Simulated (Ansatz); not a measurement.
Runs of Ansatz 0.2.0 on CaO. It takes space group Fm-3m (No. 225, cubic). The conventional cell has a = 4.807 Å, b = 4.807 Å, c = 4.807 Å, α = 90.00°, β = 90.00°, γ = 90.00°. Ca (site symmetry m-3m) is surrounded by 6 O at 2.40 Å. O (site symmetry m-3m) has 6 Ca at 2.40 Å as nearest neighbours. The cell is a database's computed one.

```csv
task,level,potentials or basis,cell,k mesh,cutoff (eV),smearing,driver,optimizer,fmax,steps,filter,other keys,gap on the mesh (eV),pressure (GPa),largest force (eV/Å)
relaxation of cell and atoms,PBEsol+D3(BJ)+ATM,PseudoDojo stringent,relaxed,8 × 8 × 8,1252,fixed,calculator,BFGS,0.05,30,FrechetCellFilter,-,3.53,0.3,-
band structure,revPBE+D4,Ansatz NC or PseudoDojo by element,volume scaled by 0.88,6 × 6 × 6,1240,cold 0.001 eV,chain,-,-,-,-,hamiltonian.xc = revpbe; scf.occupations.method = cold; …,3.66,(a),-
electrostatic potential,LDA+d3bj,JTH PAW LDA,"atoms moved at random, drawn with an rms of 0.02 Å",7 × 7 × 7,1380,tetrahedron,chain,-,-,-,-,hamiltonian.dispersion = d3bj; basis.ecutrho_ratio = 8,3.58,-10.2,0.05
single point,revPBE+D4,Ansatz PAW polarizable,"atoms moved at random, drawn with an rms of 0.05 Å",7 × 7 × 7,420,gaussian 0.01 eV,-,-,-,-,-,-,3.85,0.7,0.18
single point,revPBE+D4,Ansatz PAW polarizable,"atoms moved at random, drawn with an rms of 0.05 Å",7 × 7 × 7,420,gaussian 0.01 eV,calculator,-,-,-,-,-,3.85,0.7,0.18
```

Alike in all rows: no spin polarisation.

Question: Estimate the missing entries.

Answer: (a) 17.9.

Caveats: odd divisions of the mesh miss points on the zone boundary, where band edges often lie, so the gap on the mesh can be too wide (some runs); the potentials were made for another functional, which shifts forces and pressure (some runs); with tetrahedron occupations forces and stress needn't match the slope of the energy (some runs); the dispersion damping was fitted for another functional or another form of the correction (some runs); the PAW data sets come from PBE, with cores solved anew for the run's functional, which leaves a small shift of forces and pressure (some runs).

A k mesh can miss the band edges.

Runs at the PBE level aren't shown here.
